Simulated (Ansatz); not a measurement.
# Au(111) / 3 layers Cd(0001) / Au(111): resistance against film thickness, part 2 of 2

Aim: what a thin film of another metal adds to the resistance, first Au(111) / 3 layers Cd(0001) / Au(111).

Ansatz 0.2.0; Ansatz plane-wave DFT, PBE, PAW files; ballistic transport by layer matching (Landauer), zero bias.

So far. Step 2 (With 3 layers): The lead's potential steps by 7.3 meV from period to period, small in itself. The program estimates the junction's conductance to 2.7 % from the k-mesh, 0 % from the leads' distance from neutral and 0.5 % from their steps. Step 3 (With 5 layers, film layers 5): The conductance of the junction is 3.1e14 S/m², 27 % under the 4.3e14 S/m² of the last finished run.

## 4. With 6 layers, film layers 6

The stack now holds 6 film layers; the k-mesh follows the cell, and the energies span -0.27 to 0.27 eV.

System of this step: Au(111) / 6 layers Cd(0001) / Au(111). The cell holds 14 atoms: 8 Au and 6 Cd. Cell: a = 2.884 Å, b = 2.884 Å, c = 36.857 Å, α = 92.2°, β = 87.8°, γ = 120.0°. It derives from Au and Cd. Regions: lead, 8 atoms (8 Au); films, 6 atoms (6 Cd). The structure is stacked along c, and the current runs across the ab planes.

The input, input.yaml:

```yaml
crystal:
  lattice:
    - [2.8837582304, 0.0, 0.0]
    - [-1.4418791152, 2.4974078859, 0.0]
    - [1.4418791152, -0.8324692953, 36.8195965658]
  atoms:
    - { symbol: Au, position: [0.9893418227, 0.0106581773, 0.031974532] }
    - { symbol: Au, position: [0.3013588014, 0.6986411986, 0.0959235959] }
    - { symbol: Au, position: [0.61337578, 0.38662422, 0.1598726599] }
    - { symbol: Au, position: [0.9253927587, 0.0746072413, 0.2238217238] }
    - { symbol: Cd, position: [0.2345010401, 0.7654989599, 0.2964968798] }
    - { symbol: Cd, position: [0.540700624, 0.459299376, 0.3778981279] }
    - { symbol: Cd, position: [0.1802335413, 0.8197664587, 0.459299376] }
    - { symbol: Cd, position: [0.4864331253, 0.5135668747, 0.540700624] }
    - { symbol: Cd, position: [0.1259660426, 0.8740339574, 0.6221018721] }
    - { symbol: Cd, position: [0.4321656266, 0.5678343734, 0.7035031202] }
    - { symbol: Au, position: [0.7412739079, 0.2587260921, 0.7761782762] }
    - { symbol: Au, position: [0.0532908866, 0.9467091134, 0.8401273401] }
    - { symbol: Au, position: [0.3653078653, 0.6346921347, 0.9040764041] }
    - { symbol: Au, position: [0.677324844, 0.322675156, 0.968025468] }
kpoints:
  mp_grid: { grid: [15, 15, 1] }
hamiltonian:
  xc: pbe
scf:
  occupations: { method: fermi_dirac, width: 0.1 }
output:
  transmission:
    leads: [[0, 1]]
    kmesh: [30, 30]
    e_range: [-0.27, 0.27]
    de: 0.036
  write_potential: true
  write_density: true
  volumetric_format: npy
```

On the command line:

```
$ ansatz run input.yaml --threads 4 --pin off --max-ram 8192MiB --backend cpu --events-out ev --progress --plain --runs-dir out
```

Numbers of over 12 decimals in the logs are rounded to 6 here.

Log:

```text
[...]
--- Transmission ---
  basis      : 61 plane waves across, 53 finite elements along
  points     : 241, standing for a mesh of 30 x 30
[...]
filled         : 23.1 meV over the level at which it is neutral
    channels       : 7.966667e-1 a spin
[...]
slowest decay  : 0.0838 /Å at (0.0667, 0.0000)
  junction   : crystal 0 to crystal 0, 0.70 to 35.16 Å
    transmission   : 2.939797e-1 a spin
[...]
resistance     : 1.9662e-3 Ω µm² beyond half of each lead's own
[key lines of the parts left out:]
SCF converged after 12 iterations
Free energy (F): -154721.044471 eV
Fermi energy:    17.768562 eV
```

Elapsed: 2.8 min, on 4 threads of Arm Neoverse V2, shared host; peak memory 2.2 GiB; 11 min of CPU time.

This step gave:

```
free energy                                                                : -154721.0445 eV
energy at zero smearing                                                    : -154720.9839 eV
Fermi energy                                                               : 17.77 eV
step of the lead's potential                                               : 3.7 meV
estimated errors of the lead's conductance                                 : 0, 4.1, 0.3 % (band edges, k-mesh, distance from neutral)
lead conductance per cell                                                  : 0.7939 G₀
conductance of the junction                                                : 3.19e14 S/m²
junction conductance per cell                                              : 0.2963 G₀
estimated errors of the junction's conductance                             : 0.1, 0, 8.1, 0.8, 0.9 % (energy step, band edges, k-mesh, leads' steps, distance from neutral)
area resistance that the stack adds (contact term taken off, spin by spin) : 1.966 fΩ m²
```

Per spin. The transmission, zone mean by energy, zero at the Fermi level:

```tsv
energy (eV)	transmission, zone mean
-0.270	0.296
-0.234	0.308
-0.198	0.314
-0.162	0.315
-0.126	0.312
-0.090	0.308
-0.054	0.303
-0.018	0.298
0.018	0.294
0.054	0.291
0.090	0.287
0.126	0.286
0.162	0.287
0.198	0.289
0.234	0.301
0.270	0.305
```

The conductance of the junction is 3.2e14 S/m², 2.7 % over the 3.1e14 S/m² of the last finished run, within the error estimates, leads' steps apart, of 4.5 and 8.1 %.

## 5. With 8 layers, film layers 8

The stack now holds 8 film layers; the k-mesh follows the cell, and the energies span -0.27 to 0.27 eV.

System of this step: Au(111) / 8 layers Cd(0001) / Au(111). The cell holds 16 atoms: 8 Au and 8 Cd. Its edges and angles: a = 2.884 Å, b = 2.884 Å, c = 42.846 Å, α = 91.9°, β = 88.1°, γ = 120.0°. It derives from Au and Cd. Regions: lead, 8 atoms (8 Au); films, 8 atoms (8 Cd). The structure is stacked along c, and the current runs across the ab planes.

The input, input.yaml:

```yaml
crystal:
  lattice:
    - [2.8837582304, 0.0, 0.0]
    - [-1.4418791152, 2.4974078859, 0.0]
    - [1.4418791152, -0.8324692953, 42.8139187935]
  atoms:
    - { symbol: Au, position: [0.9908340605, 0.0091659395, 0.0274978185] }
    - { symbol: Au, position: [0.3058355148, 0.6941644852, 0.0824934555] }
    - { symbol: Au, position: [0.6208369692, 0.3791630308, 0.1374890924] }
    - { symbol: Au, position: [0.9358384235, 0.0641615765, 0.1924847294] }
    - { symbol: Cd, position: [0.2483384235, 0.7516615765, 0.2549847294] }
    - { symbol: Cd, position: [0.5583369692, 0.4416630308, 0.3249890924] }
    - { symbol: Cd, position: [0.2016688482, 0.7983311518, 0.3949934555] }
    - { symbol: Cd, position: [0.5116673938, 0.4883326062, 0.4649978185] }
    - { symbol: Cd, position: [0.1549992728, 0.8450007272, 0.5350021815] }
    - { symbol: Cd, position: [0.4649978185, 0.5350021815, 0.6050065445] }
    - { symbol: Cd, position: [0.1083296975, 0.8916703025, 0.6750109076] }
    - { symbol: Cd, position: [0.4183282431, 0.5816717569, 0.7450152706] }
    - { symbol: Au, position: [0.7308282431, 0.2691717569, 0.8075152706] }
    - { symbol: Au, position: [0.0458296975, 0.9541703025, 0.8625109076] }
    - { symbol: Au, position: [0.3608311518, 0.6391688482, 0.9175065445] }
    - { symbol: Au, position: [0.6758326062, 0.3241673938, 0.9725021815] }
kpoints:
  mp_grid: { grid: [15, 15, 1] }
hamiltonian:
  xc: pbe
scf:
  occupations: { method: fermi_dirac, width: 0.1 }
output:
  transmission:
    leads: [[0, 1]]
    kmesh: [30, 30]
    e_range: [-0.27, 0.27]
    de: 0.036
  write_potential: true
  write_density: true
  volumetric_format: npy
```

Log:

```text
[...]
Crystal: 16 atoms, lattice volume = 308.342 Å³
Basis set: ecut = 420 eV, 6017 PW (Γ)
Bands: 188, of which v1, the nominal top of the filled ones, is band 156 counted from 1 (155 counted from 0)
Symmetry: 4 space group operations
k-points: 64 of 225
[...]
--- Transmission ---
  basis      : 61 plane waves across, 59 finite elements along
  points     : 241, standing for a mesh of 30 x 30
[...]
filled         : 28.7 meV over the level at which it is neutral
    channels       : 7.966667e-1 a spin
[...]
slowest decay  : 0.0845 /Å at (0.0667, 0.0000)
  junction   : crystal 0 to crystal 0, 0.70 to 41.16 Å
    transmission   : 2.936743e-1 a spin
[...]
resistance     : 2.0584e-3 Ω µm² beyond half of each lead's own
[key lines of the parts left out:]
SCF converged after 12 iterations
Free energy (F): -171229.886855 eV
Fermi energy:    17.335111 eV
```

Run time: 3.5 min. Hardware: 4 threads; peak memory 2.8 GiB.

This step gave:

```yaml
free_energy: -171229.8869 eV
energy_at_zero_smearing: -171229.8214 eV
fermi_energy: 17.34 eV
step_of_the_lead_s_potential: 5.2 meV
lead_conductance_per_cell: 0.7942 G₀
conductance_of_the_junction: 3.10e14 S/m²
junction_conductance_per_cell: 0.2879 G₀
estimated_errors_of_the_junction_s_conductance: 0.2, 0, 15, 1.5, 1.4 % (energy step, band edges, k-mesh, leads' steps, distance from neutral)
area_resistance_that_the_stack_adds_contact_term_taken_off_spin_by_spin: 2.058 fΩ m²
```

Per spin. Transmission, zone mean against energy, zero at the Fermi level:

```tsv
energy (eV)	transmission, zone mean
-0.270	0.262
-0.234	0.265
-0.198	0.268
-0.162	0.264
-0.126	0.266
-0.090	0.271
-0.054	0.279
-0.018	0.288
0.018	0.294
0.054	0.293
0.090	0.285
0.126	0.277
0.162	0.271
0.198	0.269
0.234	0.269
0.270	0.272
```

The conductance of the junction is 3.1e14 S/m², 2.8 % under the 3.2e14 S/m² of the last finished run, within the error estimates, leads' steps apart, of 8.1 and 15 %.

## 6. With 10 layers, film layers 10

The stack now holds 10 film layers; the k-mesh follows the cell, and the energies span -0.27 to 0.27 eV.

System of this step: Au(111) / 10 layers Cd(0001) / Au(111). The cell holds 18 atoms: 8 Au and 10 Cd. Its edges and angles: a = 2.884 Å, b = 2.884 Å, c = 48.837 Å, α = 91.7°, β = 88.3°, γ = 120.0°. It derives from Au and Cd. Regions: lead, 8 atoms (8 Au); films, 10 atoms (10 Cd). The structure is stacked along c, and the current runs across the ab planes.

The input, input.yaml:

```yaml
crystal:
  lattice:
    - [2.8837582304, 0.0, 0.0]
    - [-1.4418791152, 2.4974078859, 0.0]
    - [1.4418791152, -0.8324692953, 48.8082410212]
  atoms:
    - { symbol: Au, position: [0.9919597637, 0.0080402363, 0.0241207088] }
    - { symbol: Au, position: [0.3092126246, 0.6907873754, 0.0723621263] }
    - { symbol: Au, position: [0.6264654854, 0.3735345146, 0.1206035439] }
    - { symbol: Au, position: [0.9437183462, 0.0562816538, 0.1688449614] }
    - { symbol: Cd, position: [0.2587769656, 0.7412230344, 0.2236691032] }
    - { symbol: Cd, position: [0.5716413436, 0.4283586564, 0.2850759692] }
    - { symbol: Cd, position: [0.217839055, 0.782160945, 0.3464828351] }
    - { symbol: Cd, position: [0.530703433, 0.469296567, 0.4078897011] }
    - { symbol: Cd, position: [0.1769011443, 0.8230988557, 0.469296567] }
    - { symbol: Cd, position: [0.4897655223, 0.5102344777, 0.530703433] }
    - { symbol: Cd, position: [0.1359632337, 0.8640367663, 0.5921102989] }
    - { symbol: Cd, position: [0.4488276117, 0.5511723883, 0.6535171649] }
    - { symbol: Cd, position: [0.0950253231, 0.9049746769, 0.7149240308] }
    - { symbol: Cd, position: [0.4078897011, 0.5921102989, 0.7763308968] }
    - { symbol: Au, position: [0.7229483205, 0.2770516795, 0.8311550386] }
    - { symbol: Au, position: [0.0402011813, 0.9597988187, 0.8793964561] }
    - { symbol: Au, position: [0.3574540421, 0.6425459579, 0.9276378737] }
    - { symbol: Au, position: [0.6747069029, 0.3252930971, 0.9758792912] }
kpoints:
  mp_grid: { grid: [15, 15, 1] }
hamiltonian:
  xc: pbe
scf:
  occupations: { method: fermi_dirac, width: 0.1 }
output:
  transmission:
    leads: [[0, 1]]
    kmesh: [30, 30]
    e_range: [-0.27, 0.27]
    de: 0.036
  write_potential: true
  write_density: true
  volumetric_format: npy
```

Log:

```text
[...]
Crystal: 18 atoms, lattice volume = 351.513 Å³
Basis set: ecut = 420 eV, 6859 PW (Γ)
Bands: 212, of which v1, the nominal top of the filled ones, is band 176 counted from 1 (175 counted from 0)
Symmetry: 4 space group operations
k-points: 64 of 225
[...]
--- Transmission ---
  basis      : 61 plane waves across, 68 finite elements along
  points     : 241, standing for a mesh of 30 x 30
[...]
filled         : 24.2 meV over the level at which it is neutral
    channels       : 7.966667e-1 a spin
[...]
slowest decay  : 0.0839 /Å at (-0.0667, 0.0667)
  junction   : crystal 0 to crystal 0, 0.70 to 47.15 Å
    transmission   : 2.771316e-1 a spin
[...]
resistance     : 2.2223e-3 Ω µm² beyond half of each lead's own
[key lines of the parts left out:]
SCF converged after 12 iterations
Free energy (F): -187738.721922 eV
Fermi energy:    16.989975 eV
```

Run time: 4.2 min. Hardware: 4 threads; peak memory 3.5 GiB; 16 min of CPU time.

This step gave:

```
free energy                                                                : -187738.7219 eV
energy at zero smearing                                                    : -187738.6450 eV
Fermi energy                                                               : 16.99 eV
step of the lead's potential                                               : 4.7 meV
lead conductance per cell                                                  : 0.7940 G₀
conductance of the junction                                                : 2.95e14 S/m²
junction conductance per cell                                              : 0.2739 G₀
estimated errors of the junction's conductance                             : 0.1, 0, 10.3, 1.5, 1.6 % (energy step, band edges, k-mesh, leads' steps, distance from neutral)
area resistance that the stack adds (contact term taken off, spin by spin) : 2.222 fΩ m²
```

Per spin. Table of transmission, zone mean by energy, zero at the Fermi level:

```tsv
energy (eV)	transmission, zone mean
-0.270	0.293
-0.234	0.279
-0.198	0.270
-0.162	0.271
-0.126	0.263
-0.090	0.260
-0.054	0.263
-0.018	0.269
0.018	0.277
0.054	0.287
0.090	0.290
0.126	0.304
0.162	0.312
0.198	0.310
0.234	0.307
0.270	0.310
```

The conductance of the junction is 2.9e14 S/m², 4.8 % under the 3.1e14 S/m² of the last finished run, within the error estimates, leads' steps apart, of 15 and 10 %.

## 7. The ladder

Times are for 4 threads of Arm Neoverse V2, shared host. The runs compared:

```tsv
no.	film layers	area resistance that the stack adds (contact term taken off, spin by spin) (fΩ m²)	conductance of the junction (S/m²)	time	memory (GiB)
1	3	1.167	4.27e14	2 min	1.1
2	5	2.049	3.10e14	80 s	1.4
3	6	1.966	3.19e14	2.8 min	2.2
4	8	2.058	3.10e14	3.5 min	2.8
5	10	2.222	2.95e14	4.2 min	3.5
```

## 8. With 5 layers

The same run once more with an input made wrong on purpose.

This step: Ansatz plane-wave DFT, PBE, PAW files; ballistic transport by layer matching (Landauer), zero bias; changed: output.transmission.de = 0.5, output.transmission.e_range = [-2, 2], scf.max_iter = 60 (Ansatz 0.2.0).

System of this step: Au(111) / 5 layers Cd(0001) / Au(111). The cell holds 13 atoms: 8 Au and 5 Cd. Cell: a = 2.884 Å, b = 2.884 Å, c = 33.822 Å, α = 90.0°, β = 90.0°, γ = 120.0°. It derives from Au and Cd. Regions: lead, 8 atoms (8 Au); films, 5 atoms (5 Cd). The structure is stacked along c, and the current runs across the ab planes.

The input, input.yaml:

```yaml
crystal:
  lattice:
    - [2.8837582304, 0.0, 0.0]
    - [-1.4418791152, 2.4974078859, 0.0]
    - [0.0, 0.0, 33.8224354519]
  atoms:
    - { symbol: Au, position: [0.0, 0.0, 0.0348079419] }
    - { symbol: Au, position: [0.3333333333, 0.6666666667, 0.1044238257] }
    - { symbol: Au, position: [0.6666666667, 0.3333333333, 0.1740397094] }
    - { symbol: Au, position: [0.0, 0.0, 0.2436555932] }
    - { symbol: Cd, position: [0.3333333333, 0.6666666667, 0.3227708281] }
    - { symbol: Cd, position: [0.6666666667, 0.3333333333, 0.411385414] }
    - { symbol: Cd, position: [0.3333333333, 0.6666666667, 0.5] }
    - { symbol: Cd, position: [0.6666666667, 0.3333333333, 0.588614586] }
    - { symbol: Cd, position: [0.3333333333, 0.6666666667, 0.6772291719] }
    - { symbol: Au, position: [0.6666666667, 0.3333333333, 0.7563444068] }
    - { symbol: Au, position: [0.0, 0.0, 0.8259602906] }
    - { symbol: Au, position: [0.3333333333, 0.6666666667, 0.8955761743] }
    - { symbol: Au, position: [0.6666666667, 0.3333333333, 0.9651920581] }
kpoints:
  mp_grid: { grid: [15, 15, 1] }
hamiltonian:
  xc: pbe
scf:
  occupations: { method: fermi_dirac, width: 0.1 }
  max_iter: 60
output:
  transmission: { leads: [[0, 1]], kmesh: [30, 30], e_range: [-2, 2], de: 0.5 }
  write_potential: true
  write_density: true
  volumetric_format: npy
```

Log:

```text
[...]
Crystal: 13 atoms, lattice volume = 243.586 Å³
Basis set: ecut = 420 eV, 4757 PW (Γ)
Bands: 152, of which v1, the nominal top of the filled ones, is band 126 counted from 1 (125 counted from 0)
Symmetry: 6 space group operations
[...]
k-points: 27 of 225 (time reversal used)
[...]
SCF iter   1: F=—  HF=-146466.859079 eV  |F-HF|=—  |Δ(HF+E_count)|=         —  Δρ=6.41e-3  dr2=1.57e1  ethr=1.77e-3  ⟨swp⟩=5.2  Hψ=12975  notcnv=0  defer=305
[...]
SCF iter  11: F=-146466.623008 eV  HF=-146466.623008 eV  |F-HF|=6.06e-8  |Δ(HF+E_count)|=   2.33e-8  Δρ=1.61e-6  dr2=6.55e-8  ethr=3.97e-11  ⟨swp⟩=9.3  Hψ=14820  notcnv=0
SCF 1 converged in 11 iterations: F = -146466.623008 eV  dr2 = 6.55e-8
[...]
transmission: 458 of 4550 steps passed
transmission: 912 of 4550 steps passed
[...]
transmission: 4550 of 4550 steps passed
SCF converged after 11 iterations
Free energy (F): -146466.623008 eV
[...]
Internal energy: -146466.512671 eV  (E = F + TS)
E sigma→0 (E₀):  -146466.567839 eV
Entropy (-TS):   -0.110337 eV (-8.487 meV/atom)
Fermi energy:    18.047214 eV
[...]
--- Band table (eV; the first three rows and the last of 27) ---
  k-point 0: bands = [... 122 lower, 15.4601, 15.4814, 15.4814, 15.6822, 15.7705, 15.7705, 15.9612, 15.9612, ... 22 higher]
  k-point 1: bands = [... 122 lower, 15.1820, 15.3348, 15.4898, 15.6210, 15.7790, 15.9707, 16.2576, 16.3865, ... 22 higher]
  k-point 2: bands = [... 122 lower, 15.2864, 15.5084, 15.5503, 15.8001, 15.9957, 16.0291, 16.8835, 17.1036, ... 22 higher]
  k-point 26: bands = [... 122 lower, 19.5344, 19.7246, 20.0339, 20.2194, 20.5886, 20.6018, 20.6110, 20.6302, ... 22 higher]
--- Transmission ---
  basis      : 61 plane waves across, 50 finite elements along
  points     : 91, standing for a mesh of 30 x 30
[...]
channels       : 7.966667e-1 a spin
    conductance    : none, the energies end too early or step too widely for 300 K: set another output.transmission.e_range or a lower de, or, where they end at an eighth of basis.ecutwfc, a higher one
    slowest decay  : 0.0809 /Å at (0.0667, 0.0000)
  junction   : crystal 0 to crystal 0, 0.70 to 32.17 Å
    transmission   : 2.882999e-1 a spin
[...]
```

Run time: 86 s. Hardware: 4 threads; peak memory 1.4 GiB.

Residual by cycle:

cycle, log10 residual and a bar from the least value:
```
        1        1.2 ##############################
        2        1.0 #############################
        3        0.3 ###########################
        4       -1.4 #####################
        5       -2.4 #################
        6       -3.0 ###############
        7       -3.9 ############
        8       -5.1 #######
        9       -5.8 #####
       10       -6.4 ###
       11       -7.2
```

The run finished. A setting was moved off its sound value on purpose, so it serves as a test and not as the result.

The fault put into the input: an energy step too wide for a conductance (output.transmission.de = 0.5 and output.transmission.e_range = [-2, 2]).

## 9. Results

- area resistance, 3 layers: 1.17 fΩ m²
- area resistance, 5 layers: 2.05 fΩ m²
- area resistance, 6 layers: 1.97 fΩ m²
- area resistance, 8 layers: 2.06 fΩ m²
- area resistance, 10 layers: 2.22 fΩ m²

**Reading.** The stack adds 1.2 fΩ m² with 3 layers and 2.2 fΩ m² with 10. From 5 layers on no step exceeds the two runs' error estimates together, as expected where only the two interfaces scatter; half the mean, 1.0 fΩ m², is a rough coherent figure for one interface. With an hcp and an fcc partner, odd and even counts of layers end in unlike stacking at the second interface, which mixes with the effect of thickness. Atoms sit on ideal sites and aren't relaxed. Spin-orbit coupling is left out, which matters for Au. The program's error estimates for the conductances, leads' steps apart, run from 2.7 to 15 %. Cd(0001) is compressed by 3.2 % in plane to fit Au(111), at its own atomic volume.

[Logs are printed without paths, hosts, clocks, repeated set-up lines and the standing remarks that a program may print on its own settings, such as how far it seeks lower states.]

[Hosts, paths, dates, database ids (printed as entryN), source tags and the programs' standing remarks are cut or masked in the printed files.]
